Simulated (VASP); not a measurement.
## Sr: convergence with the smearing and k-mesh

Aim: find what the smearing and k-mesh change for Sr, and what they cost. The series runs use LDA. The smearing tried: ISMEAR = 0, SIGMA = 0.01; ISMEAR = 0, SIGMA = 0.05; ISMEAR = 0, SIGMA = 0.1; ISMEAR = 0, SIGMA = 0.2; ISMEAR = 0, SIGMA = 0.5; ISMEAR = 1, SIGMA = 0.01; ISMEAR = 1, SIGMA = 0.05; ISMEAR = 1, SIGMA = 0.1; ISMEAR = 1, SIGMA = 0.2; ISMEAR = 1, SIGMA = 0.5; ISMEAR = -5. The k-mesh tried: 2 2 1; 3 3 2; 4 4 2; 5 5 3; 7 7 4; 9 9 5; 11 11 6. The atoms of the start are displaced at random from the sites of a P6_3/mmc cell.

Program: VASP 6.6.1. Level of theory: LDA; plane waves and PAW (Sr_sv). Results are calculated unless marked as measured.

The starting crystal is not the ambient structure of Sr (fcc); it is a model or a phase of other conditions.

## (1) Set-up

The structure is triclinic, space group P-1 (No. 2). The conventional cell has a = 4.310 Å, b = 4.310 Å, c = 7.050 Å, α = 90.00°, β = 90.00°, γ = 120.00°. Nearest to Sr lie 12 Sr at 4.23 to 4.39 Å.

As a file:

```
Sr
1.0
     4.31000    0.00000    0.00000
    -2.15500    3.73257    0.00000
     0.00000    0.00000    7.05000
Sr
2
Direct
  0.33278 0.66606 0.25150
  0.68004 0.33747 0.74174
```

## (2) Smearing: ISMEAR = 0, SIGMA = 0.01

Smearing steadies the sum over the Fermi surface at the price of an entropy term. LDA, the lowest rung, knows the local density alone.

INCAR

```
SYSTEM = Sr
PREC = Accurate
ENCUT = 400
EDIFF = 1E-06
NELM = 100
ISMEAR = 0
SIGMA = 0.01
LREAL = .FALSE.
ALGO = Normal
GGA = CA
NBANDS = 16
LORBIT = 11
LWAVE = .FALSE.
LCHARG = .FALSE.
KPAR = 2
ISIF = 2
```

POSCAR

```
Sr
1.0
    4.3100000000      0.0000000000      0.0000000000
   -2.1550000000      3.7325694903      0.0000000000
    0.0000000000      0.0000000000      7.0500000000
Sr
2
Direct
    0.3327760000      0.6660560000      0.2515000000
    0.6800400000      0.3374720000      0.7417400000
```

KPOINTS

```
Automatic mesh
0
Gamma
5 5 3
0 0 0
```

PAW data sets: Sr_sv (PBE family, release 64).

Command:

```sh
> mpirun -np 2 vasp_std
```

Output:

```text
[banner, memory and clock lines left out]
running    2 mpi-ranks, on    1 nodes
 distrk:  each k-point on    1 cores,    2 groups
 distr:  one band on    1 cores,    1 groups

 POSCAR found type information on POSCAR Sr
 POSCAR found :  1 types and       2 ions
|                                                                             |
|               ----> ADVICE to this user running VASP <----                  |
|                                                                             |
|     You enforced a specific xc type in the INCAR file but a different       |
|     [... a line on the potential file left out ...]
|     I HOPE YOU KNOW WHAT YOU ARE DOING!                                     |
|                                                                             |

 LDA part: xc-table for (Slater(with rela. corr.)+CA(PZ))
 , standard interpolation
 POSCAR, INCAR and KPOINTS ok, starting setup
 FFT: planning ... GRIDC
 FFT: planning ... GRID_SOFT
 FFT: planning ... GRID
 WAVECAR not read
 entering main loop
       N       E                     dE             d eps       ncg     rms          rms(c)
DAV:   1     0.925994068216E+02    0.92599E+02   -0.84856E+03  1224   0.865E+02
DAV:   2     0.409312823702E+01   -0.88506E+02   -0.87263E+02  1576   0.211E+02
DAV:   3    -0.368302778859E+01   -0.77762E+01   -0.77664E+01  2384   0.432E+01
DAV:   4    -0.379405696895E+01   -0.11103E+00   -0.11101E+00  1544   0.552E+00
DAV:   5    -0.379660212145E+01   -0.25452E-02   -0.25451E-02  2064   0.637E-01    0.167E+01
DAV:   6    -0.378460067604E+01    0.12001E-01   -0.34472E-02  1688   0.961E-01    0.955E+00
DAV:   7    -0.377807915335E+01    0.65215E-02   -0.18526E-02  2352   0.113E+00    0.348E-01
DAV:   8    -0.377808825449E+01   -0.91011E-05   -0.81259E-04  2248   0.123E-01    0.936E-02
DAV:   9    -0.377815601745E+01   -0.67763E-04   -0.13736E-04  2296   0.596E-02    0.327E-02
DAV:  10    -0.377816572433E+01   -0.97069E-05   -0.15857E-05  1352   0.207E-02    0.890E-03
DAV:  11    -0.377816550729E+01    0.21704E-06   -0.15294E-06  1216   0.841E-03
   1 F= -.37781655E+01 E0= -.37779251E+01  d E =-.480850E-03
```

Elapsed: 27 s, on 2 MPI ranks of AMD EPYC 7R43, shared host; peak memory 0.29 GiB; 52 s of CPU time.

The logs omit lines about the potential files and the build; timing stands in the text.

From OUTCAR (step 2):

```text
ion  position               nearest neighbor table
   1  0.333  0.666  0.252-   2 4.23   2 4.27   2 4.28   2 4.34   2 4.38   2 4.39
   2  0.680  0.337  0.742-   1 4.23   1 4.27   1 4.28   1 4.34   1 4.38   1 4.39

  LATTYP: Found a hexagonal cell.
 ALAT       =     4.3100000000
 C/A-ratio  =     1.6357308585

 Subroutine GETGRP returns: Found  2 space group operations
 (whereof  1 operations were pure point group operations)

The static configuration has the point symmetry C_1 .
 The point group associated with its full space group is S_2 .

 Found     38 irreducible k-points:

   k-points           NKPTS =     38   k-points in BZ     NKDIM =     38   number of bands    NBANDS=     16

   dimension x,y,z NGX =    28 NGY =   28 NGZ =   48
   dimension x,y,z NGXF=    56 NGYF=   56 NGZF=   96

   ENCUT  =  400.0 eV  29.40 Ry    5.42 a.u.   7.03  7.03 11.50*2*pi/ulx,y,z

   NELECT =      20.0000    total number of electrons

 k-points in reciprocal lattice and weights: Automatic mesh
   0.00000000  0.00000000  0.00000000       0.013
   0.20000000  0.00000000  0.00000000       0.027
   0.00000000  0.20000000  0.00000000       0.027
  -0.20000000  0.20000000  0.00000000       0.027
   0.40000000  0.00000000  0.00000000       0.027
   0.00000000  0.40000000  0.00000000       0.027
  -0.40000000  0.40000000  0.00000000       0.027
   0.20000000  0.20000000  0.00000000       0.027
  -0.20000000  0.40000000  0.00000000       0.027
[...]
0.20000000  0.40000000  0.33333333       0.027
  -0.40000000 -0.40000000  0.33333333       0.027

 average (electrostatic) potential at core
       1 -40.9482       2 -40.9482

 E-fermi :   1.3208

 k-point     1 :       0.0000    0.0000    0.0000
  band No.  band energies     occupation
    ...
      6     -17.2244      2.00000
      7     -17.2196      2.00000
      8     -17.2187      2.00000
      9      -2.3467      2.00000
     10       0.1011      2.00000
     11       1.3580      0.00000
     12       3.4355      0.00000
     13       3.4393      0.00000
     14       3.4614      0.00000
     15       3.8078      0.00000
    ...

 k-point     2 :       0.2000    0.0000    0.0000
  band No.  band energies     occupation
    ...
      7     -17.2337      2.00000
      8     -17.2269      2.00000
      9      -1.8021      2.00000
     10       0.6587      2.00000
     11       1.3170      1.41254
     12       2.5177      0.00000
     13       3.1375      0.00000
     14       3.5489      0.00000
     15       3.8846      0.00000
     16       3.9749      0.00000

 k-point     3 :       0.0000    0.2000    0.0000
  band No.  band energies     occupation
    ...
      7     -17.2328      2.00000
      8     -17.2273      2.00000
      9      -1.8032      2.00000
     10       0.6549      2.00000
     11       1.3122      1.77597
     12       2.5239      0.00000
     13       3.1372      0.00000
     14       3.5895      0.00000
     15       3.8638      0.00000
     16       3.9594      0.00000

  Total       -1.0543659     -1.0849025     -1.0727032      0.0381156     -0.0031409     -0.0047040
  in kB      -14.8945585    -15.3259354    -15.1536019      0.5384427     -0.0443706     -0.0664516
  external PRESSURE =     -15.1246986 kB  Pullay stress =       0.0000000 kB

  energy-cutoff  :      400.00
  volume of cell :      113.42
      direct lattice vectors                 reciprocal lattice vectors
     4.310000000  0.000000000  0.000000000     0.232018561  0.133955979  0.000000000
    -2.155000000  3.732569490  0.000000000     0.000000000  0.267911958  0.000000000
     0.000000000  0.000000000  7.050000000     0.000000000  0.000000000  0.141843972

 POSITION                                       TOTAL-FORCE (eV/Angst)
 -----------------------------------------------------------------------------------
     -0.00109      2.48610      1.77308         0.010396      0.007363     -0.054710
      2.20372      1.25964      5.22927        -0.010396     -0.007363      0.054710
 -----------------------------------------------------------------------------------
    total drift:                                0.000002     -0.000001      0.000001

  FREE ENERGIE OF THE ION-ELECTRON SYSTEM (eV)
  ---------------------------------------------------
  free  energy   TOTEN  =        -3.7781655073 eV

  energy  without entropy=       -3.7776846572  energy(sigma->0) =       -3.77792508

 total charge
# of ion       s       p       d       tot
------------------------------------------
    1        2.068   5.652   0.128   7.848
    2        2.068   5.652   0.128   7.848
--------------------------------------------------
tot          4.137  11.304   0.256  15.697

[... 3 further parts left out ...]
```

The k-mesh is coarse for a metal. The PAW data sets were made with PBE, though LDA sets exist; this is a small mismatch.

Numbers from this step:

| Property | Result |
| --- | --- |
| SCF cycles | 11 |
| electrons | 20 |
| bands | 16 |
| irreducible k-points | 38 |
| symmetry operations | 2 |
| free energy (TOTEN) | -3.778 eV |
| energy at zero smearing | -3.778 eV |
| Fermi energy | 1.321 eV |
| pressure | -1.512 GPa |
| metallic, judged on the points sampled | yes |

The series starts at -1.8890 eV an atom and -1.51 GPa, after 11 cycles in 27 s. The entropy term T·S comes to 0.24 meV an atom in size.

## (3) Smearing: ISMEAR = 0, SIGMA = 0.05

INCAR, as its differences from that of step 2:

```diff
@@ -6,3 +6,3 @@
 ISMEAR = 0
-SIGMA = 0.01
+SIGMA = 0.05
 LREAL = .FALSE.
```

POSCAR is that of step 2.

KPOINTS is that of step 2.

Command:

```sh
> mpirun -np 2 vasp_std
```

Output:

```text
[banner, memory and clock lines left out]
running    2 mpi-ranks, on    1 nodes
[...]
[... a notice as in an earlier step ...]

 LDA part: xc-table for (Slater(with rela. corr.)+CA(PZ))
 , standard interpolation
 POSCAR, INCAR and KPOINTS ok, starting setup
[...]
entering main loop
       N       E                     dE             d eps       ncg     rms          rms(c)
DAV:   1     0.925976054514E+02    0.92598E+02   -0.84856E+03  1224   0.865E+02
DAV:   2     0.409102737369E+01   -0.88507E+02   -0.87244E+02  1576   0.211E+02
DAV:   3    -0.368647899286E+01   -0.77775E+01   -0.77656E+01  2384   0.432E+01
DAV:   4    -0.379743840143E+01   -0.11096E+00   -0.11094E+00  1544   0.552E+00
[...]
DAV:   9    -0.378166574334E+01   -0.67078E-04   -0.13974E-04  2288   0.599E-02    0.332E-02
DAV:  10    -0.378167547037E+01   -0.97270E-05   -0.15762E-05  1352   0.209E-02    0.808E-03
DAV:  11    -0.378167522544E+01    0.24493E-06   -0.14718E-06  1256   0.826E-03
   1 F= -.37816752E+01 E0= -.37788645E+01  d E =-.562151E-02
```

It took 20 s on 2 MPI ranks; peak memory 0.28 GiB.

OUTCAR, selected parts (step 3):

```text
  Total       -1.0615507     -1.0888547     -1.1755561      0.0388648     -0.0019636     -0.0046172
  in kB      -14.9960552    -15.3817674    -16.6065585      0.5490257     -0.0277393     -0.0652248
  external PRESSURE =     -15.6614604 kB  Pullay stress =       0.0000000 kB

 POSITION                                       TOTAL-FORCE (eV/Angst)
 -----------------------------------------------------------------------------------
     -0.00109      2.48610      1.77308         0.012066      0.004892     -0.056428
      2.20372      1.25964      5.22927        -0.012066     -0.004892      0.056428
 -----------------------------------------------------------------------------------
    total drift:                                0.000002     -0.000001      0.000001

  FREE ENERGIE OF THE ION-ELECTRON SYSTEM (eV)
  ---------------------------------------------------
  free  energy   TOTEN  =        -3.7816752254 eV

  energy  without entropy=       -3.7760537106  energy(sigma->0) =       -3.77886447

[... 2 parts as in an earlier step ...]

[... 1 further part left out ...]
[key lines of the parts left out:]
E-fermi :   1.3165
```

Against the run before the energy at zero width moves by -0.47 meV an atom and the pressure by -0.05 GPa, after 11 cycles in 20 s. The entropy term T·S comes to 2.81 meV an atom in size.

## (4) Smearing: ISMEAR = 0, SIGMA = 0.1

INCAR, as its differences from that of step 3:

```diff
@@ -6,3 +6,3 @@
 ISMEAR = 0
-SIGMA = 0.05
+SIGMA = 0.1
 LREAL = .FALSE.
```

POSCAR is that of step 3.

KPOINTS is that of step 3.

Command:

```sh
> mpirun -np 2 vasp_std
```

Output:

```text
[... set-up lines as in an earlier step ...]
 entering main loop
       N       E                     dE             d eps       ncg     rms          rms(c)
DAV:   1     0.925940762360E+02    0.92594E+02   -0.84856E+03  1224   0.865E+02
DAV:   2     0.408539415540E+01   -0.88509E+02   -0.87244E+02  1576   0.211E+02
DAV:   3    -0.369319915952E+01   -0.77786E+01   -0.77638E+01  2384   0.432E+01
DAV:   4    -0.380378313706E+01   -0.11058E+00   -0.11044E+00  1544   0.551E+00
[...]
DAV:   9    -0.378823789527E+01   -0.67480E-04   -0.13053E-04  2288   0.590E-02    0.336E-02
DAV:  10    -0.378824832342E+01   -0.10428E-04   -0.15042E-05  1344   0.202E-02    0.848E-03
DAV:  11    -0.378824815062E+01    0.17280E-06   -0.13428E-06  1256   0.844E-03
   1 F= -.37882482E+01 E0= -.37805131E+01  d E =-.154701E-01
```

Elapsed: 19 s, on 2 MPI ranks; peak memory 0.29 GiB; 37 s of CPU time.

OUTCAR, selected parts (step 4):

```text
  Total       -1.0622958     -1.0899901     -1.1874346      0.0394667     -0.0019503     -0.0050037
  in kB      -15.0065811    -15.3978061    -16.7743613      0.5575289     -0.0275510     -0.0706857
  external PRESSURE =     -15.7262495 kB  Pullay stress =       0.0000000 kB

 POSITION                                       TOTAL-FORCE (eV/Angst)
 -----------------------------------------------------------------------------------
     -0.00109      2.48610      1.77308         0.014267      0.005548     -0.057777
      2.20372      1.25964      5.22927        -0.014267     -0.005548      0.057777
 -----------------------------------------------------------------------------------
    total drift:                                0.000002     -0.000001      0.000001

  FREE ENERGIE OF THE ION-ELECTRON SYSTEM (eV)
  ---------------------------------------------------
  free  energy   TOTEN  =        -3.7882481506 eV

  energy  without entropy=       -3.7727780637  energy(sigma->0) =       -3.78051311

[... 2 parts as in an earlier step ...]

[... 1 further part left out ...]
[key lines of the parts left out:]
E-fermi :   1.3030
```

Against the run before the energy at zero width moves by -0.82 meV an atom and the pressure by -0.01 GPa, after 11 cycles in 19 s. The entropy term T·S comes to 7.74 meV an atom in size.

## (5) Smearing: ISMEAR = 0, SIGMA = 0.2

INCAR, as its differences from that of step 4:

```diff
@@ -6,3 +6,3 @@
 ISMEAR = 0
-SIGMA = 0.1
+SIGMA = 0.2
 LREAL = .FALSE.
```

POSCAR is that of step 4.

KPOINTS is that of step 4.

Command:

```sh
> mpirun -np 2 vasp_std
```

Output:

```text
[... set-up lines as in an earlier step ...]
 entering main loop
       N       E                     dE             d eps       ncg     rms          rms(c)
DAV:   1     0.925815262412E+02    0.92582E+02   -0.84856E+03  1224   0.865E+02
DAV:   2     0.406428054603E+01   -0.88517E+02   -0.87261E+02  1576   0.211E+02
DAV:   3    -0.371399766938E+01   -0.77783E+01   -0.77636E+01  2384   0.432E+01
DAV:   4    -0.382347804185E+01   -0.10948E+00   -0.10933E+00  1544   0.550E+00
[...]
DAV:   9    -0.380895055110E+01   -0.69116E-04   -0.12797E-04  2336   0.585E-02    0.349E-02
DAV:  10    -0.380896119972E+01   -0.10649E-04   -0.14048E-05  1352   0.194E-02    0.112E-02
DAV:  11    -0.380896093742E+01    0.26229E-06   -0.14270E-06  1216   0.844E-03
   1 F= -.38089609E+01 E0= -.37829984E+01  d E =-.519251E-01
```

It took 24 s on 2 MPI ranks; peak memory 0.29 GiB.

From OUTCAR (step 5):

```text
  Total       -1.0350542     -1.0610201     -1.2226765      0.0369501     -0.0019256     -0.0050262
  in kB      -14.6217508    -14.9885603    -17.2722073      0.5219779     -0.0272015     -0.0710024
  external PRESSURE =     -15.6275061 kB  Pullay stress =       0.0000000 kB

 POSITION                                       TOTAL-FORCE (eV/Angst)
 -----------------------------------------------------------------------------------
     -0.00109      2.48610      1.77308         0.014858      0.005743     -0.061639
      2.20372      1.25964      5.22927        -0.014858     -0.005743      0.061639
 -----------------------------------------------------------------------------------
    total drift:                                0.000002     -0.000001      0.000001

  FREE ENERGIE OF THE ION-ELECTRON SYSTEM (eV)
  ---------------------------------------------------
  free  energy   TOTEN  =        -3.8089609374 eV

  energy  without entropy=       -3.7570358732  energy(sigma->0) =       -3.78299841

[... 2 parts as in an earlier step ...]

[... 1 further part left out ...]
[key lines of the parts left out:]
E-fermi :   1.2658
```

Against the run before the energy at zero width moves by -1.24 meV an atom and the pressure by +0.01 GPa, after 11 cycles in 24 s. The entropy term T·S comes to 25.96 meV an atom in size.

## (6) Smearing: ISMEAR = 0, SIGMA = 0.5

INCAR, as its differences from that of step 5:

```diff
@@ -6,3 +6,3 @@
 ISMEAR = 0
-SIGMA = 0.2
+SIGMA = 0.5
 LREAL = .FALSE.
```

POSCAR is that of step 5.

KPOINTS is that of step 5.

Command:

```sh
> mpirun -np 2 vasp_std
```

Output:

```text
[... set-up lines as in an earlier step ...]
 entering main loop
       N       E                     dE             d eps       ncg     rms          rms(c)
DAV:   1     0.924973832980E+02    0.92497E+02   -0.84856E+03  1224   0.865E+02
DAV:   2     0.391218932880E+01   -0.88585E+02   -0.87304E+02  1576   0.211E+02
DAV:   3    -0.385310259753E+01   -0.77653E+01   -0.77452E+01  2384   0.432E+01
DAV:   4    -0.396038239873E+01   -0.10728E+00   -0.10719E+00  1544   0.546E+00
[...]
DAV:   9    -0.394888374925E+01   -0.66101E-04   -0.12129E-04  2296   0.565E-02    0.473E-02
DAV:  10    -0.394889462345E+01   -0.10874E-04   -0.11295E-05  1312   0.132E-02    0.189E-02
DAV:  11    -0.394889526033E+01   -0.63688E-06   -0.19546E-06  1280   0.116E-02
   1 F= -.39488953E+01 E0= -.37758252E+01  d E =-.346140E+00
```

It took 29 s on 2 MPI ranks; peak memory 0.28 GiB; 55 s of CPU time.

OUTCAR, selected parts (step 6):

```text
  Total       -1.0201025     -1.0460842     -1.1853618      0.0371916     -0.0019718     -0.0051565
  in kB      -14.4105357    -14.7775667    -16.7450805      0.5253886     -0.0278545     -0.0728431
  external PRESSURE =     -15.3110610 kB  Pullay stress =       0.0000000 kB

 POSITION                                       TOTAL-FORCE (eV/Angst)
 -----------------------------------------------------------------------------------
     -0.00109      2.48610      1.77308         0.015618      0.005950     -0.067884
      2.20372      1.25964      5.22927        -0.015618     -0.005950      0.067884
 -----------------------------------------------------------------------------------
    total drift:                                0.000002     -0.000001      0.000001

  FREE ENERGIE OF THE ION-ELECTRON SYSTEM (eV)
  ---------------------------------------------------
  free  energy   TOTEN  =        -3.9488952603 eV

  energy  without entropy=       -3.6027552068  energy(sigma->0) =       -3.77582523

[... 2 parts as in an earlier step ...]

[... 1 further part left out ...]
[key lines of the parts left out:]
E-fermi :   1.1693
```

Against the run before the energy at zero width moves by +3.59 meV an atom and the pressure by +0.03 GPa, after 11 cycles in 29 s. The entropy term T·S comes to 173.07 meV an atom in size.

(Continued in part 2 of 4.)

[Lines on the potential files, build, host, timing and source positions are cut from VASP's logs without a mark.]

[Logs are printed without paths, hosts, clocks, repeated set-up lines and the standing remarks that a program may print on its own settings, such as how far it seeks lower states.]

[Hosts, paths, dates, database ids (printed as entryN), source tags and the programs' standing remarks are cut or masked in the printed files.]

[A measured line is paired with the nearest computed mode of its activity, which favours agreement.]

[In band tables of VASP the shares of atoms and orbitals are scaled to a sum of 1 inside the atoms' spheres.]
